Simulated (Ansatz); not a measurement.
# TiO2: the cost of one run

Computed with Ansatz 0.2.0 (DFT PBE+U, scalar-relativistic, plane waves, PAW, unless a step's input says otherwise).

74 further runs of the same task are left out: 1 for a known fault of the program, 73 set aside as unsound or not needed.

## (1) Starting point

The structure is tetragonal, space group I4_1/amd (No. 141). Conventional cell: a = 3.817 Å, b = 3.817 Å, c = 9.780 Å, α = 90.00°, β = 90.00°, γ = 90.00°. Ti (site symmetry -4m2) is surrounded by 6 O at 1.96 to 2.01 Å. O (site symmetry 2mm) is surrounded by 3 Ti at 1.96 to 2.01 Å.

Structure file:

```
Ti O
1.0
     2.69926   -2.69933   -0.02014
     2.69926    2.69933   -0.02014
    -2.66264    0.00000    4.90986
Ti O
2 4
Direct
  0.12501 0.87499 0.25000
  0.87499 0.12501 0.75000
  0.33022 0.08025 0.66046
  0.66978 0.91975 0.33954
  0.91975 0.66978 0.83954
  0.08025 0.33022 0.16046
```

It goes back to an entry of the Materials Project, which need not be the stable form.

This cell was relaxed beforehand with the same method: volume 11.88 Å³/atom, gap on the mesh 2.69 eV.

## (2) What is varied

Atoms count from 1 in the order of the input.

The energy is mapped over a free internal coordinate and the cell.

First coordinate, shift of O3 along [0 0 1], its symmetry partners moved as symmetry demands (measured in the relaxed cell): 11 values from −0.15 Å. Second coordinate, volume per atom at fixed shape: 11 values from 10.926 to 12.827 Å³.

Nothing else is relaxed (all other coordinates fixed). Energies count from the relaxed crystal. Points are written as (first, second).

## (3) The run at (0.00 Å, 10.926 Å³)

input.yaml reads:

```yaml
crystal:
  lattice:
    - [2.6252399294, -2.6253128814, -0.0195896425]
    - [2.6252399294, 2.6253128814, -0.0195896425]
    - [-2.5896256811, 0.0, 4.775220229]
  atoms:
    - { symbol: Ti, position: [0.1250069486, 0.8749930514, 0.25] }
    - { symbol: Ti, position: [0.8749930514, 0.1250069486, 0.75] }
    - { symbol: O, position: [0.3302226688, 0.0802459441, 0.6604550595] }
    - { symbol: O, position: [0.6697773312, 0.9197540559, 0.3395449405] }
    - { symbol: O, position: [0.9197540559, 0.6697773312, 0.8395449405] }
    - { symbol: O, position: [0.0802459441, 0.3302226688, 0.1604550595] }
basis:
  ecutwfc: 520.0
kpoints:
  mp_grid: { grid: [6, 6, 6] }
hamiltonian:
  xc: pbe
  pseudopotentials: { kind: paw, azcp: { folder: soft_1 } }
  hubbard: { sites: [{ species: Ti, l: d, u_eff: 4.0 }] }
scf:
  occupations: { method: gaussian, width: 0.05 }
output:
  forces: true
  stress: true
  eigenvalues: true
```

The run is started by

```bash
$ ansatz run input.yaml --threads 4 --pin off --max-ram 8192MiB --backend cpu --events-out ev --progress --plain --runs-dir out
```

Q: Estimate wall time and peak memory on 4 threads of Arm Neoverse N1, shared host.

About 8.2 s, with a peak of 0.58 GiB.
